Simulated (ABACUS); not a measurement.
Ni:

```
Ni
1.0
     0.00000    1.73757    1.73757
     1.73757    0.00000    1.73757
     1.73757    1.73757    0.00000
Ni
1
Direct
  0.00000 0.00000 0.00000
```

Base run:

| Item | Value |
| --- | --- |
| Program | ABACUS 3.10.1 |
| Functional | LDA |
| Potentials or basis | PseudoDojo NC SR 0.4.1 LDA standard |
| Cutoff | 1361 eV |
| Density cutoff | 5442 eV |
| Basis | DZP LCAO (the cutoffs set its grid) |
| k mesh | 12 × 12 × 12 |
| Occupations | fermi-dirac, width 0.05 eV |
| Spin | collinear spin, ferromagnetic start |
| Starting moments | [1.0] μB |

Its results: band gap on the k mesh none (metal or under the smearing width); pressure -9.9 GPa; net moment 0.58 μB per cell; site moments Ni +0.58 μB.

Q: The run is repeated on the same cell with these changes: functional from LDA to PBE; potentials or basis from PseudoDojo NC SR 0.4.1 LDA standard to PseudoDojo NC SR 0.5 PBE stringent; cutoff from 1361 eV to 1429 eV; density cutoff from 5442 eV to 5714 eV. What comes out?

A: Band gap on the k mesh none (metal or under the smearing width); pressure 9.3 GPa; net moment 0.68 μB per cell; site moments Ni +0.68 μB.

Caveats: the atomic orbitals were generated for these runs and aren't a published set; the basis of atomic orbitals isn't converged, which shifts pressures, moduli and gaps.

Not every run made on this cell is shown here.
